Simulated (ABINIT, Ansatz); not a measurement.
This is a calculation of SiO2 for ABINIT 10.8.3 (patched build). The cell comes from a database or a generator and needn't be the stable form of this composition.

Contents of run.abi:

```
# Pseudopotentials
pp_dirpath "./"
pseudos "Si.GGA_PBE-JTH.xml, O.GGA_PBE-JTH.xml"

# Structure
acell 7.9995300493 7.9995300493 5.089967868
rprim
     1.0000000000     0.0000000000     0.0000000000
     0.0000000000     1.0000000000     0.0000000000
     0.0000000000     0.0000000000     1.0000000000
ntypat 2
znucl 14 8
natom 6
typat 1 1 2 2 2 2
xcart
     0.0000000000     0.0000000000     0.0000000000
     2.1165845000     2.1165845000     1.3467475000
     3.4154858428     0.8176831572     1.3467475000
     1.2989013428     1.2989013428     0.0000000000
     0.8176831572     3.4154858428     1.3467475000
     2.9342676572     2.9342676572     0.0000000000 Angstrom

# Plane-wave basis
ecut 625.861884 eV
pawecutdg 45.0
pawxcdev 0

# k points
kptopt 1
ngkpt 6 6 10
nshiftk 1
shiftk 0.0 0.0 0.0

# Exchange and correlation
ixc 11

# Bands and occupations
nband 20
occopt 3
tsmear 0.05 eV

# SCF cycle
nstep 100
tolvrs 1.0e-9

# Output
iomode 3
prtwf 0
prtden 0
prteig 0
prtebands 0
enunit 1
```

Potentials or basis: JTH PAW PBE v2.0.

Launch:

```sh
$ abinit run.abi > log 2>&1
```

Task: What does the same run look like in Ansatz 0.2.0? Potentials or basis there: Ansatz PAW (earlier soft set), cutoff 420 eV.

Result: As run (cutoffs and basis follow the program's own potentials, and thresholds, step limits or extra output files can differ):

Contents of input.yaml:

```yaml
crystal:
  lattice:
    - [4.233169, 0.0, 0.0]
    - [0.0, 4.233169, 0.0]
    - [0.0, 0.0, 2.693495]
  atoms:
    - { symbol: Si, position: [0.0, 0.0, 0.0] }
    - { symbol: Si, position: [0.5, 0.5, 0.5] }
    - { symbol: O, position: [0.806839, 0.193161, 0.5] }
    - { symbol: O, position: [0.306839, 0.306839, 0.0] }
    - { symbol: O, position: [0.193161, 0.806839, 0.5] }
    - { symbol: O, position: [0.693161, 0.693161, 0.0] }
hamiltonian:
  xc: pbe
  pseudopotentials: { kind: paw, azcp: { folder: soft_1 } }
kpoints:
  mp_grid: { grid: [6, 6, 10] }
scf:
  occupations: { method: fermi_dirac, width: 0.05 }
output:
  forces: true
  stress: true
  eigenvalues: true
```

Potentials or basis: Ansatz PAW soft_1.

Run with:

```sh
$ ansatz run input.yaml --threads 1 --pin off --max-ram 3584MiB --backend cpu --events-out ev --progress --plain --runs-dir out
```

Both were run:

|  | ABINIT | Ansatz |
| --- | --- | --- |
| Pressure | -2.4 GPa | -0.2 GPa |

Ansatz's pressure holds a Pulay term of +0.55 GPa for its cutoff of 420 eV, which the other run lacks.

Where Ansatz's input types no cutoff or centring, it takes its own default and a Γ-centred mesh.

Pressure is positive in compression.
